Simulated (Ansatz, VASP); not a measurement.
## PbS in VASP and in Ansatz

```
Pb S
1.0
     0.00000    3.00402    3.00402
     3.00402    0.00000    3.00402
     3.00402    3.00402    0.00000
Pb S
1 1
Direct
  0.00000 0.00000 0.00000
  0.50000 0.50000 0.50000
```

Change from the starting cell: volume scaled by 1.04, crystal datasets.

Alike in both runs: task electric field gradients; functional PBE; k mesh 8 × 8 × 8; occupations fermi-dirac, width 0.01 eV; no spin polarisation.

|  | VASP | Ansatz |
| --- | --- | --- |
| version | VASP 6.6.1 | Ansatz 0.2.0 |
| potentials or method | VASP PAW PBE potentials, release 64 (Pb_d, S), cutoff 520 eV | all-electron PAW with datasets made for the crystal, scalar-relativistic |

|  | VASP | Ansatz | Ansatz less VASP |
| --- | --- | --- | --- |
| gap on the k mesh at the Fermi level (eV) | 0.50 | 0.49 | -0.008 |
| pressure (GPa) | 0.0 | 0.0 | +0.07 |
| Vzz of the field gradient on the site that differs most (V/Å²) | 0.0 | 0.0 | 0.00 |

Ansatz ran all-electron here, so the differences hold the error of VASP's frozen core and of both bases. Ansatz warned: «gradients_without_spin_orbit».

Caveats: spin-orbit coupling is left out, which as a rule narrows the gap of such compounds by several tenths of an eV.
